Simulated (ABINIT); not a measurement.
Input of an ABINIT 10.8.3 (patched build) run:

run.abi

```
# Pseudopotentials
pp_dirpath "./"
pseudos "Zn.upf, S.upf"

# Structure
acell 3*1.0 Angstrom
rprim
     0.0000000000     2.7020000000     2.7020000000
     2.7020000000     0.0000000000     2.7020000000
     2.7020000000     2.7020000000     0.0000000000
ntypat 2
znucl 30 16
natom 2
typat 1 2
xred
     0.7500000000     0.7500000000     0.7500000000
     0.0000000000     0.0000000000     0.0000000000

# Plane-wave basis
ecut 1034.032677 eV

# k points
kptopt 1
ngkpt 7 7 7
nshiftk 1
shiftk 0.0 0.0 0.0

# Exchange and correlation
ixc -116133

# Bands and occupations
nband 17
occopt 3
tsmear 0.05 eV

# SCF cycle
nstep 100
tolvrs 1.0e-10

# Output
iomode 3
prtwf 0
prtden 0
prteig 0
prtebands 0
```

Potentials or basis: PseudoDojo NC SR PBEsol v0.4 stringent.

The run is started by

```sh
$ abinit run.abi > log 2>&1
```

(1) What does it give for the band gap on the k mesh?

(2) What does it give for the pressure?

Results:

(1) 1.98 eV, direct.

(2) -2.4 GPa.

**The experiment to reproduce.**

“Electronic, vibrational, and thermodynamic properties of ZnS (zincblende and rocksalt structure)”, 2009, arxiv:0911.5022 quotes, for a bulk crystal of ZnS at 19 K: band gap 3.85 eV (direct).

Against the measured gap of ZnS, 3.85 eV (direct; 19 K; quoted in “Electronic, vibrational, and thermodynamic properties of ZnS (zincblende and rocksalt structure)”, 2009, arxiv:0911.5022), the calculated 1.98 eV is off by -1.87 eV. The value is that of PBEsol, without temperature or zero-point motion. Semilocal functionals fall short of measured gaps as a rule.
